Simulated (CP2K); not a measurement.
Ir:

```xyz
1
Lattice="2.7091 0.0000 0.0000 1.3545 2.3461 0.0000 1.3545 0.7820 2.2119" Properties=species:S:1:pos:R:3 pbc="T T T"
Ir    0.0000    0.0000    0.0000
```

Base run:

- Program: CP2K 2026.2
- Functional: vdW-DF-cx
- Potentials or basis: POTENTIAL_UZH Ir GTH-PBE-q17; TZVP-MOLOPT-PBE-GTH basis
- Density cutoff: 9184 eV
- k mesh: 12 × 12 × 12
- Occupations: fermi-dirac, width 0.05 eV
- Spin: no spin polarisation

Its results: band gap on the k mesh none (metal or under the smearing width); pressure 0.9 GPa.

**Question.** The run is repeated on the same cell with these changes: functional from vdW-DF-cx to PBE. What comes out?

**Answer.** Band gap on the k mesh none (metal or under the smearing width); pressure 9.2 GPa.

Caveats: the basis of atomic orbitals isn't converged, which shifts pressures, moduli and gaps; the potentials were made for another functional, which shifts forces and pressure (some runs).

Not every run made on this cell is shown here.
